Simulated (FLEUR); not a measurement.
# BAs (F-43m) in FLEUR: a series of runs

The runs below take BAs through band structure, equation of state, with r2SCAN.

All numbers are computed with FLEUR MaX-R8.1 (later development tree); they aren't measurements. Logs are shortened: lines on timing, memory, paths and dates and some standing lists are left out, and cuts for length are marked.

**What was measured.**

From “Basic Physical Properties of Cubic Boron Arsenide”, 2019, arxiv:1911.11281, for a bulk crystal of BAs: bulk modulus 148 GPa.

How close the calculation comes is told below.

### Step 1. Starting point

Symmetry: F-43m, No. 216, cubic system. Conventional cell: a = 4.777 Å, b = 4.777 Å, c = 4.777 Å, α = 90.00°, β = 90.00°, γ = 90.00°. As (site symmetry -43m) has 4 B at 2.07 Å as nearest neighbours. B (site symmetry -43m) is surrounded by 4 As at 2.07 Å.

### Step 2. Band structure, r2SCAN

Input file inp.xml:

```xml
<?xml version="1.0" encoding="UTF-8" standalone="no"?>
<fleurInput fleurInputVersion="0.39">
   <comment>
      BAs                                                                                                 
   </comment>
   <calculationSetup>
      <cutoffs Kmax="4.78" Gmax="14.8" GmaxXC="14.8" numbands="0"/>
      <scfLoop itmax="60" minDistance="0.00001" maxIterBroyd="15" imix="Anderson" alpha="0.05" precondParam="0.0" spinf="2.0" sdNocoIR="T"/>
      <coreElectrons ctail="F" frcor="F" kcrel="0" coretail_lmax="0"/>
      <xcFunctional name="LibXC" relativisticCorrections="F">
         <LibXCName exchange="mgga_x_r2scan" correlation="mgga_c_r2scan"/>
         <AuxGGA exchange="117" correlation="130"/>
      </xcFunctional>
      <magnetism jspins="1"/>
      <soc l_soc="F" theta="0.0" phi="0.0" spav="F"/>
      <expertModes spex="0" secvar="F"/>
      <geometryOptimization l_f="F" forcealpha="1.0" forcemix="BFGS" epsdisp="0.00001" epsforce="0.00001"/>
      <ldaU l_linMix="F" mixParam="0.05" spinf="1.0"/>
   </calculationSetup>
   <cell>
      <bzIntegration valenceElectrons="24.0" mode="hist" fermiSmearingEnergy="0.00183747">
         <kPointListSelection listName="default-1"/>
         <!-- k-points included here -->
         <xi:include xmlns:xi="http://www.w3.org/2001/XInclude" href="kpts.xml"> </xi:include>
[... 35 lines left out ...]
            <stateOccupation state="(2p1/2)" spinUp="0.166667" spinDown="0.166667"/>
            <stateOccupation state="(2p3/2)" spinUp="0.333333" spinDown="0.333333"/>
         </electronConfig>
         <energyParameters s="2" p="2" d="3" f="4"/>
         <lo type="SCLO" l="0" n="2" eDeriv="2"/>
         <lo type="SCLO" l="1" n="2" eDeriv="2"/>
         <lo type="SCLO" l="2" n="3" eDeriv="2"/>
      </species>
   </atomSpecies>
   <atomGroups>
      <atomGroup species="Arsenic (As)">
         <relPos label="                   1">-1.000/4.000 -1.000/4.000 -1.000/4.000</relPos>
         <force calculate="T" relaxXYZ="TTT"/>
      </atomGroup>
      <atomGroup species="Boron (B)">
         <relPos label="                   2">.0000000000 .0000000000 .0000000000</relPos>
         <force calculate="T" relaxXYZ="TTT"/>
      </atomGroup>
   </atomGroups>
   <output dos="F" band="F" slice="F">
      <checks vchk="F" cdinf="F"/>
      <bandDOS minEnergy="-.5*Htr" maxEnergy="0.5*Htr" sigma="0.015" storeEVData="T"/>
      <vacuumDOS vacdos="F" integ="F" star="F" nstars="0" locx1="0.0" locy1="0.0" locx2="0.0" locy2="0.0" nstm="0" tworkf="0.0"/>
      <unfoldingBand unfoldBand="F" supercellX="1" supercellY="1" supercellZ="1"/>
      <plotting iplot="0" polar="F">
         <plot TwoD="T" vec1="  1.0  0.0  0.0" vec2="  0.0  1.0  0.0" vec3="  0.0  0.0  1.0" zero="  0.0  0.0  0.0" file="plot"/>
      </plotting>
      <chargeDensitySlicing numkpt="0" minEigenval="0.0" maxEigenval="0.0" nnne="0" pallst="F"/>
      <specialOutput eonly="F"/>
      <moessbauerParams electricFieldGradient="T" isomerShift="T" coreHyperfine="T" valenceHyperfine="T"/>
      <magneticCircularDichroism mcd="F" energyLo="-10.0" energyUp="0.0"/>
   </output>
  <!-- We include the file relax.xml here to enable relaxations (see documentation) -->
  <xi:include xmlns:xi="http://www.w3.org/2001/XInclude" href="relax.xml"> <xi:fallback/> </xi:include>
</fleurInput>
```

Input file crystal.txt:

```
BAs
&input cartesian=F /
0.0000000000  2.3885000000  2.3885000000
2.3885000000  0.0000000000  2.3885000000
2.3885000000  2.3885000000  0.0000000000
1.8897261246
1.0 1.0 1.0

2
33 0.7500000000  0.7500000000  0.7500000000
5 0.0000000000  0.0000000000  0.0000000000

&kpt div1=10 div2=10 div3=10 gamma=T /
```

Input file inp.xml (bands):

```
<?xml version="1.0" encoding="UTF-8" standalone="no"?>
<fleurInput fleurInputVersion="0.39">
   <comment>
      BAs                                                                                                 
   </comment>
   <calculationSetup>
      <cutoffs Kmax="4.78" Gmax="14.8" GmaxXC="14.8" numbands="0"/>
      <scfLoop itmax="60" minDistance="0.00001" maxIterBroyd="15" imix="Anderson" alpha="0.05" precondParam="0.0" spinf="2.0" sdNocoIR="T"/>
      <coreElectrons ctail="F" frcor="F" kcrel="0" coretail_lmax="0"/>
      <xcFunctional name="LibXC" relativisticCorrections="F">
         <LibXCName exchange="mgga_x_r2scan" correlation="mgga_c_r2scan"/>
         <AuxGGA exchange="117" correlation="130"/>
      </xcFunctional>
      <magnetism jspins="1"/>
      <soc l_soc="F" theta="0.0" phi="0.0" spav="F"/>
      <expertModes spex="0" secvar="F"/>
      <geometryOptimization l_f="F" forcealpha="1.0" forcemix="BFGS" epsdisp="0.00001" epsforce="0.00001"/>
      <ldaU l_linMix="F" mixParam="0.05" spinf="1.0"/>
   </calculationSetup>
   <cell>
      <bzIntegration valenceElectrons="24.0" mode="hist" fermiSmearingEnergy="0.00183747">
         <kPointListSelection listName="path-1"/>
         <!-- k-points included here -->
         <xi:include xmlns:xi="http://www.w3.org/2001/XInclude" href="kpts.xml"> </xi:include>
[... 34 lines left out ...]
            <valenceConfig>(2s1/2) (2p1/2) (2p3/2)</valenceConfig>
            <stateOccupation state="(2p1/2)" spinUp="0.166667" spinDown="0.166667"/>
            <stateOccupation state="(2p3/2)" spinUp="0.333333" spinDown="0.333333"/>
         </electronConfig>
         <energyParameters s="2" p="2" d="3" f="4"/>
         <lo type="SCLO" l="0" n="2" eDeriv="2"/>
         <lo type="SCLO" l="1" n="2" eDeriv="2"/>
         <lo type="SCLO" l="2" n="3" eDeriv="2"/>
      </species>
   </atomSpecies>
   <atomGroups>
      <atomGroup species="Arsenic (As)">
         <relPos label="                   1">-1.000/4.000 -1.000/4.000 -1.000/4.000</relPos>
         <force calculate="T" relaxXYZ="TTT"/>
      </atomGroup>
      <atomGroup species="Boron (B)">
         <relPos label="                   2">.0000000000 .0000000000 .0000000000</relPos>
         <force calculate="T" relaxXYZ="TTT"/>
      </atomGroup>
   </atomGroups>
   <output dos="F" band="T" slice="F">
      <checks vchk="F" cdinf="F"/>
      <bandDOS minEnergy="-.5*Htr" maxEnergy="0.5*Htr" sigma="0.015" storeEVData="T"/>
      <vacuumDOS vacdos="F" integ="F" star="F" nstars="0" locx1="0.0" locy1="0.0" locx2="0.0" locy2="0.0" nstm="0" tworkf="0.0"/>
      <unfoldingBand unfoldBand="F" supercellX="1" supercellY="1" supercellZ="1"/>
      <plotting iplot="0" polar="F">
         <plot TwoD="T" vec1="  1.0  0.0  0.0" vec2="  0.0  1.0  0.0" vec3="  0.0  0.0  1.0" zero="  0.0  0.0  0.0" file="plot"/>
      </plotting>
      <chargeDensitySlicing numkpt="0" minEigenval="0.0" maxEigenval="0.0" nnne="0" pallst="F"/>
      <specialOutput eonly="F"/>
      <moessbauerParams electricFieldGradient="T" isomerShift="T" coreHyperfine="T" valenceHyperfine="T"/>
      <magneticCircularDichroism mcd="F" energyLo="-10.0" energyUp="0.0"/>
   </output>
  <!-- We include the file relax.xml here to enable relaxations (see documentation) -->
  <xi:include xmlns:xi="http://www.w3.org/2001/XInclude" href="relax.xml"> <xi:fallback/> </xi:include>
</fleurInput>
```

Potentials or basis: all-electron, FLAPW.

Run with:

```
> inpgen -f crystal.txt -profile fastHighL
> # inp.xml edited to the form shown
> fleur_MPI
> fleur_MPI   # second run, on inp.xml (bands)
```

Log:

```text
Welcome to FLEUR        (www.flapw.de)
      MaX-Release 8.1          (www.max-centre.eu)
 func_ids         498         497         498         497
 MetaGGA potential functional detected - V_tau will be computed
 Auxiliary Potential for radial basis: exchange=         117  correlation=         130
The functional 'Re-regularized SCAN exchange by Furness et al' is an exchange functional, it belongs to the 'MGGA' family and is defined in the reference(s):
[1] J. W. Furness, A. D. Kaplan, J. Ning, J. P. Perdew, and J. Sun.,  J. Phys. Chem. Lett. 11, 8208-8215 (2020)
[2] J. W. Furness, A. D. Kaplan, J. Ning, J. P. Perdew, and J. Sun.,  J. Phys. Chem. Lett. 11, 9248-9248 (2020)
The functional 'Re-regularized SCAN correlation by Furness et al' is a correlation functional, it belongs to the 'MGGA' family and is defined in the reference(s):
[1] J. W. Furness, A. D. Kaplan, J. Ning, J. P. Perdew, and J. Sun.,  J. Phys. Chem. Lett. 11, 8208-8215 (2020)
[2] J. W. Furness, A. D. Kaplan, J. Ning, J. P. Perdew, and J. Sun.,  J. Phys. Chem. Lett. 11, 9248-9248 (2020)
 Using same functional for VXC and EXC

 ========== k-point set info ==========
 Selected k-point list: default-1
 k-point list type: mesh
 10 x 10 x 10
 Number of k points: 47

 ------------Calculation Setup---------------------------
 Number of MPI-tasks      :            1
 Number of PE/node        :            1
 Number of OMP-threads    :            1
 Most efficient MPI parallelization for:
           1          47
 Additional eigenvalue parallelization possible
 Number of basis functions:          432
 Approximate size of matrices (H+S) per k-point:         0.006 GB
 --------------------------------------------------------
The functional 'Hammer, Hansen, and Norskov' is an exchange functional, it belongs to the 'GGA' family and is defined in the reference(s):
[1] B. Hammer, L. B. Hansen, and J. K. Nørskov.,  Phys. Rev. B 59, 7413 (1999)
The functional 'Perdew, Burke & Ernzerhof' is a correlation functional, it belongs to the 'GGA' family and is defined in the reference(s):
[1] J. P. Perdew, K. Burke, and M. Ernzerhof.,  Phys. Rev. Lett. 77, 3865 (1996)
[2] J. P. Perdew, K. Burke, and M. Ernzerhof.,  Phys. Rev. Lett. 78, 1396 (1997)
 Using same functional for VXC and EXC
 Using auxiliary GGA potential for the first iteration of MetaGGA calculation.
 Reset of history
 Reset of history
 Iteration:     1   Distance:      21.14052507 me/bohr^3
The functional 'Hammer, Hansen, and Norskov' is an exchange functional, it belongs to the 'GGA' family and is defined in the reference(s):
[1] B. Hammer, L. B. Hansen, and J. K. Nørskov.,  Phys. Rev. B 59, 7413 (1999)
The functional 'Perdew, Burke & Ernzerhof' is a correlation functional, it belongs to the 'GGA' family and is defined in the reference(s):
[1] J. P. Perdew, K. Burke, and M. Ernzerhof.,  Phys. Rev. Lett. 77, 3865 (1996)
[2] J. P. Perdew, K. Burke, and M. Ernzerhof.,  Phys. Rev. Lett. 78, 1396 (1997)
 Using same functional for VXC and EXC
 Iteration:     2   Distance:      19.39220231 me/bohr^3
The functional 'Hammer, Hansen, and Norskov' is an exchange functional, it belongs to the 'GGA' family and is defined in the reference(s):
[1] B. Hammer, L. B. Hansen, and J. K. Nørskov.,  Phys. Rev. B 59, 7413 (1999)
The functional 'Perdew, Burke & Ernzerhof' is a correlation functional, it belongs to the 'GGA' family and is defined in the reference(s):
[1] J. P. Perdew, K. Burke, and M. Ernzerhof.,  Phys. Rev. Lett. 77, 3865 (1996)
[2] J. P. Perdew, K. Burke, and M. Ernzerhof.,  Phys. Rev. Lett. 78, 1396 (1997)
 Using same functional for VXC and EXC
 Iteration:     3   Distance:      18.27337428 me/bohr^3
The functional 'Hammer, Hansen, and Norskov' is an exchange functional, it belongs to the 'GGA' family and is defined in the reference(s):
[1] B. Hammer, L. B. Hansen, and J. K. Nørskov.,  Phys. Rev. B 59, 7413 (1999)
The functional 'Perdew, Burke & Ernzerhof' is a correlation functional, it belongs to the 'GGA' family and is defined in the reference(s):
[1] J. P. Perdew, K. Burke, and M. Ernzerhof.,  Phys. Rev. Lett. 77, 3865 (1996)
[2] J. P. Perdew, K. Burke, and M. Ernzerhof.,  Phys. Rev. Lett. 78, 1396 (1997)
 Using same functional for VXC and EXC
 Iteration:     4   Distance:       5.57352503 me/bohr^3
The functional 'Hammer, Hansen, and Norskov' is an exchange functional, it belongs to the 'GGA' family and is defined in the reference(s):
[1] B. Hammer, L. B. Hansen, and J. K. Nørskov.,  Phys. Rev. B 59, 7413 (1999)
The functional 'Perdew, Burke & Ernzerhof' is a correlation functional, it belongs to the 'GGA' family and is defined in the reference(s):
[1] J. P. Perdew, K. Burke, and M. Ernzerhof.,  Phys. Rev. Lett. 77, 3865 (1996)
[2] J. P. Perdew, K. Burke, and M. Ernzerhof.,  Phys. Rev. Lett. 78, 1396 (1997)
 Using same functional for VXC and EXC
 Iteration:     5   Distance:       2.63618720 me/bohr^3
The functional 'Hammer, Hansen, and Norskov' is an exchange functional, it belongs to the 'GGA' family and is defined in the reference(s):
[1] B. Hammer, L. B. Hansen, and J. K. Nørskov.,  Phys. Rev. B 59, 7413 (1999)
The functional 'Perdew, Burke & Ernzerhof' is a correlation functional, it belongs to the 'GGA' family and is defined in the reference(s):
[1] J. P. Perdew, K. Burke, and M. Ernzerhof.,  Phys. Rev. Lett. 77, 3865 (1996)
[2] J. P. Perdew, K. Burke, and M. Ernzerhof.,  Phys. Rev. Lett. 78, 1396 (1997)
 Using same functional for VXC and EXC
 Iteration:     6   Distance:       1.45738825 me/bohr^3
The functional 'Hammer, Hansen, and Norskov' is an exchange functional, it belongs to the 'GGA' family and is defined in the reference(s):
[1] B. Hammer, L. B. Hansen, and J. K. Nørskov.,  Phys. Rev. B 59, 7413 (1999)
The functional 'Perdew, Burke & Ernzerhof' is a correlation functional, it belongs to the 'GGA' family and is defined in the reference(s):
[1] J. P. Perdew, K. Burke, and M. Ernzerhof.,  Phys. Rev. Lett. 77, 3865 (1996)
[2] J. P. Perdew, K. Burke, and M. Ernzerhof.,  Phys. Rev. Lett. 78, 1396 (1997)
 Using same functional for VXC and EXC
[... 33 lines left out ...]
[2] J. P. Perdew, K. Burke, and M. Ernzerhof.,  Phys. Rev. Lett. 78, 1396 (1997)
 Using same functional for VXC and EXC
 Iteration:    12   Distance:       0.00042323 me/bohr^3
The functional 'Hammer, Hansen, and Norskov' is an exchange functional, it belongs to the 'GGA' family and is defined in the reference(s):
[1] B. Hammer, L. B. Hansen, and J. K. Nørskov.,  Phys. Rev. B 59, 7413 (1999)
The functional 'Perdew, Burke & Ernzerhof' is a correlation functional, it belongs to the 'GGA' family and is defined in the reference(s):
[1] J. P. Perdew, K. Burke, and M. Ernzerhof.,  Phys. Rev. Lett. 77, 3865 (1996)
[2] J. P. Perdew, K. Burke, and M. Ernzerhof.,  Phys. Rev. Lett. 78, 1396 (1997)
 Using same functional for VXC and EXC
 Iteration:    13   Distance:       0.00016855 me/bohr^3
The functional 'Hammer, Hansen, and Norskov' is an exchange functional, it belongs to the 'GGA' family and is defined in the reference(s):
[1] B. Hammer, L. B. Hansen, and J. K. Nørskov.,  Phys. Rev. B 59, 7413 (1999)
The functional 'Perdew, Burke & Ernzerhof' is a correlation functional, it belongs to the 'GGA' family and is defined in the reference(s):
[1] J. P. Perdew, K. Burke, and M. Ernzerhof.,  Phys. Rev. Lett. 77, 3865 (1996)
[2] J. P. Perdew, K. Burke, and M. Ernzerhof.,  Phys. Rev. Lett. 78, 1396 (1997)
 Using same functional for VXC and EXC
 Iteration:    14   Distance:       0.00001785 me/bohr^3
The functional 'Hammer, Hansen, and Norskov' is an exchange functional, it belongs to the 'GGA' family and is defined in the reference(s):
[1] B. Hammer, L. B. Hansen, and J. K. Nørskov.,  Phys. Rev. B 59, 7413 (1999)
The functional 'Perdew, Burke & Ernzerhof' is a correlation functional, it belongs to the 'GGA' family and is defined in the reference(s):
[1] J. P. Perdew, K. Burke, and M. Ernzerhof.,  Phys. Rev. Lett. 77, 3865 (1996)
[2] J. P. Perdew, K. Burke, and M. Ernzerhof.,  Phys. Rev. Lett. 78, 1396 (1997)
 Using same functional for VXC and EXC
 Iteration:    15   Distance:       0.00001679 me/bohr^3
The functional 'Hammer, Hansen, and Norskov' is an exchange functional, it belongs to the 'GGA' family and is defined in the reference(s):
[1] B. Hammer, L. B. Hansen, and J. K. Nørskov.,  Phys. Rev. B 59, 7413 (1999)
The functional 'Perdew, Burke & Ernzerhof' is a correlation functional, it belongs to the 'GGA' family and is defined in the reference(s):
[1] J. P. Perdew, K. Burke, and M. Ernzerhof.,  Phys. Rev. Lett. 77, 3865 (1996)
[2] J. P. Perdew, K. Burke, and M. Ernzerhof.,  Phys. Rev. Lett. 78, 1396 (1997)
 Using same functional for VXC and EXC
 Iteration:    16   Distance:       0.00000095 me/bohr^3

 ********************************************************************
 Run finished successfully
 Stop message:
   all done
 ********************************************************************
```

It took 1.7 min on 1 thread of Intel Xeon Platinum 8259CL at 2.50GHz (Skylake/Cascade Lake), shared host; peak memory 0.08 GiB.

Results:

```yaml
Free_energy: -62209.5926 eV
Band_gap_on_the_k_mesh: 1.37 eV, indirect (least direct gap 3.45 eV)
Band_gap_along_the_path: 1.38 eV, indirect (least direct gap 3.45 eV)
Valence_electrons_inside_the_program's_atomic_spheres: As 18.62; B 1.41 (radii As 2.05, B 1.57 bohr)
```

Levels at the corners of the path, in eV from the valence-band top:
```
point  band 9  band 10  band 11  band 12  band 13  band 14  band 15  band 16
    Γ  -16.16     0.00     0.00     0.00     3.45     3.45     3.45     5.13
    X  -11.70    -9.06    -4.31    -4.31     1.61     1.70    12.19    12.19
    W  -11.53    -8.60    -5.73    -5.43     5.70     6.46     7.20     7.42
    K  -11.76    -8.66    -6.21    -3.69     2.28     5.98     9.82    10.42
    Γ  -16.16     0.00     0.00     0.00     3.45     3.45     3.45     5.13
    L  -13.13    -9.24    -1.94    -1.94     2.97     5.07     5.07     9.59
    U  -11.76    -8.66    -6.21    -3.69     2.28     5.98     9.82    10.42
    W  -11.53    -8.60    -5.73    -5.43     5.70     6.46     7.20     7.42
    L  -13.13    -9.24    -1.94    -1.94     2.97     5.07     5.07     9.59
    K  -11.76    -8.66    -6.21    -3.69     2.28     5.98     9.82    10.42
    U  -11.76    -8.66    -6.21    -3.69     2.28     5.98     9.82    10.42
    X  -11.70    -9.06    -4.31    -4.31     1.61     1.70    12.19    12.19
```

Core levels (eV from the Fermi level):
```tsv
atom	levels
1 As	1s1/2 -11711.6, 2s1/2 -1480.8, 2p1/2 -1322.1, 2p3/2 -1285.6, 3s1/2 -185.0
2 B	1s1/2 -174.2
```

Caveat: the meta-GGA is that of a development version, with a GGA for the radial functions and cores and without core tails.

(Continued in part 2 of 2.)
